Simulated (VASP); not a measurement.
# VASP 6.6.1 run: GaN

INCAR

```
PREC = Accurate
SIGMA = 0.02
ISMEAR = -1
EDIFF = 1E-7
EDIFFG = -5E-3
LREAL = .FALSE.
ISIF = 3
NBANDS = 9
GGA = CA
NSW = 30
LWAVE = .FALSE.
NELM = 62
IBRION = 2
LCHARG = .FALSE.
ENCUT = 600
LASPH = .TRUE.
```

KPOINTS

```
KPOINTS created by Atomic Simulation Environment
0
Gamma
8 8 8
0 0 0
```

POSCAR

```
Ga N
 1.0000000000000000
     0.0000000000000000    2.2741788659219644    2.2741788659219644
     2.2741788659219644    0.0000000000000000    2.2741788659219644
     2.2741788659219644    2.2741788659219644    0.0000000000000000
 Ga  N
   1   1
Cartesian
  0.0000000000000000  0.0000000000000000  0.0000000000000000
  1.1370894329609822  1.1370894329609822  1.1370894329609822
```

The recommended LDA PAW datasets give the neutral cell 18 valence electrons.

Command

```
mpirun -np 1 vasp_std
```

OSZICAR

```
N       E                     dE             d eps       ncg     rms          rms(c)
DAV:   1     0.901580944386E+02    0.90158E+02   -0.11063E+04   522   0.385E+03
DAV:   2     0.872670042307E+00   -0.89285E+02   -0.89285E+02   567   0.378E+02
DAV:   3    -0.145222964822E+02   -0.15395E+02   -0.15395E+02   659   0.115E+02
DAV:   4    -0.157891015473E+02   -0.12668E+01   -0.12668E+01   608   0.278E+01
DAV:   5    -0.158608389272E+02   -0.71737E-01   -0.71737E-01   732   0.489E+00    0.735E+00
DAV:   6    -0.139401562342E+02    0.19207E+01   -0.13237E+01   779   0.699E+01    0.262E+00
DAV:   7    -0.139263983179E+02    0.13758E-01   -0.48745E-01   563   0.117E+01    0.163E+00
DAV:   8    -0.139056665540E+02    0.20732E-01   -0.10583E-01   547   0.578E+00    0.484E-01
DAV:   9    -0.139017908047E+02    0.38757E-02   -0.20750E-02   781   0.405E+00    0.232E-01
DAV:  10    -0.139020177563E+02   -0.22695E-03   -0.37618E-03   647   0.745E-01    0.221E-02
...
DAV:   4    -0.139457413726E+02    0.70563E-05   -0.16663E-05   692   0.797E-02    0.784E-04
DAV:   5    -0.139457414162E+02   -0.43580E-07   -0.56442E-07   524   0.108E-02
   5 F= -.13945741E+02 E0= -.13945741E+02  d E =0.113009E-05
       N       E                     dE             d eps       ncg     rms          rms(c)
DAV:   1    -0.139458326379E+02   -0.91265E-04   -0.14062E-03   553   0.141E+00    0.554E-02
DAV:   2    -0.139457674073E+02    0.65231E-04   -0.15120E-04   564   0.533E-01    0.250E-02
DAV:   3    -0.139457510580E+02    0.16349E-04   -0.28906E-05   562   0.252E-01    0.578E-03
DAV:   4    -0.139457491607E+02    0.18973E-05   -0.46273E-06   706   0.419E-02    0.458E-04
DAV:   5    -0.139457491672E+02   -0.64888E-08   -0.12940E-07   275   0.593E-03
   6 F= -.13945749E+02 E0= -.13945749E+02  d E =-.662087E-05
```

From OUTCAR

```
k-points           NKPTS =     29   k-points in BZ     NKDIM =     29   number of bands    NBANDS=      9

   NELECT =      18.0000    total number of electrons

   dimension x,y,z NGX =    28 NGY =   28 NGZ =   28
   dimension x,y,z NGXF=    56 NGYF=   56 NGZF=   56

  energy-cutoff  :      600.00
  volume of cell :       22.21
      direct lattice vectors                 reciprocal lattice vectors
     0.000000000  2.231192805  2.231192805    -0.224095380  0.224095380  0.224095380
     2.231192805  0.000000000  2.231192805     0.224095380 -0.224095380  0.224095380
     2.231192805  2.231192805  0.000000000     0.224095380  0.224095380 -0.224095380

 k-points in reciprocal lattice and weights: KPOINTS created by Atomic Simulation Env
   0.00000000  0.00000000  0.00000000       0.002
   0.12500000  0.00000000  0.00000000       0.016
   0.25000000  0.00000000  0.00000000       0.016
   0.37500000  0.00000000  0.00000000       0.016
   0.50000000  0.00000000  0.00000000       0.008
   0.12500000  0.12500000  0.00000000       0.012
   0.25000000  0.12500000  0.00000000       0.047
   0.37500000  0.12500000  0.00000000       0.047
   ...

 E-fermi :   5.7568

 k-point     1 :       0.0000    0.0000    0.0000
  band No.  band energies     occupation
      1     -10.7000      2.00000
      2      -8.2200      2.00000
      3      -8.2200      2.00000
      4      -8.2200      2.00000
      5      -7.8709      2.00000
      6      -7.8709      2.00000
      7       5.3658      2.00000
      8       5.3658      2.00000
      9       5.3658      2.00000

 k-point     2 :       0.1250    0.0000    0.0000
  band No.  band energies     occupation
      1     -10.5190      2.00000
      2      -8.1976      2.00000
      3      -8.1976      2.00000
      4      -8.1563      2.00000
      5      -7.8728      2.00000
      6      -7.8728      2.00000
      7       3.8509      2.00000
      8       5.1949      2.00000
      9       5.1949      2.00000

 k-point     3 :       0.2500    0.0000    0.0000
  band No.  band energies     occupation
      1     -10.1167      2.00000
      2      -8.1537      2.00000
      3      -8.1537      2.00000
      4      -7.8660      2.00000
      5      -7.8660      2.00000
      6      -7.8412      2.00000
      7       1.4448      2.00000
      8       4.8178      2.00000
      9       4.8178      2.00000

 k-point     4 :       0.3750    0.0000    0.0000
  band No.  band energies     occupation
      1      -9.8224      2.00000
      2      -8.1293      2.00000
      3      -8.1293      2.00000
      4      -7.8379      2.00000
      5      -7.8379      2.00000
      6      -7.0849      2.00000
      7      -0.8332      2.00000
      8       4.4794      2.00000
      9       4.4794      2.00000

 k-point     5 :       0.5000    0.0000    0.0000
  band No.  band energies     occupation
      1      -9.7416      2.00000
      2      -8.1252      2.00000
      3      -8.1252      2.00000
      4      -7.8196      2.00000
      5      -7.8196      2.00000
      6      -6.4911      2.00000
      7      -1.9534      2.00000
      8       4.3481      2.00000
      9       4.3481      2.00000

 ...

  Total        0.0022070      0.0022070      0.0022070      0.0000000     -0.0000000      0.0000000
  in kB        0.1591756      0.1591756      0.1591756      0.0000000     -0.0000000      0.0000000
  external PRESSURE =       0.1591756 kB  Pullay stress =       0.0000000 kB

 POSITION                                       TOTAL-FORCE (eV/Angst)
 -----------------------------------------------------------------------------------
      2.23119      2.23119      0.00000         0.000000      0.000000      0.000000
      1.11560      1.11560      1.11560        -0.000000     -0.000000     -0.000000
 -----------------------------------------------------------------------------------
    total drift:                               -0.000000     -0.000000      0.000000

  FREE ENERGIE OF THE ION-ELECTRON SYSTEM (eV)
  ---------------------------------------------------
  free  energy   TOTEN  =       -13.9457491672 eV

  energy  without entropy=      -13.9457491672  energy(sigma->0) =      -13.94574917
```

| ionic step | ΔE (meV/atom) | volume (Å³) | largest force (eV/Å) | pressure (GPa) | electronic steps |
| --- | --- | --- | --- | --- | --- |
| 1 | 0.0 | 23.52 | 0.000 | -10.16 | 16 |
| 2 | -1.6 | 21.07 | 0.000 | 11.96 | 12 |
| 3 | -21.9 | 22.23 | 0.000 | -0.09 | 10 |
| 4 | -21.9 | 22.20 | 0.000 | 0.16 | 5 |
| 5 | -21.9 | 22.23 | 0.000 | -0.17 | 5 |
| 6 | -21.9 | 22.21 | 0.000 | 0.02 | 5 |

It converged. Results: relaxed cell vector lengths 3.155, 3.155, 3.155 Å; relaxed cell volume 22.21 Å³.

One setting is odd (too few bands), but here it hardly changes the result.

On sound settings the LDA relaxation ends at 22.22 Å³.

The run took about 17 s on one core of a shared host (Intel Xeon 6975P-C) and held 0.16 GiB at most.
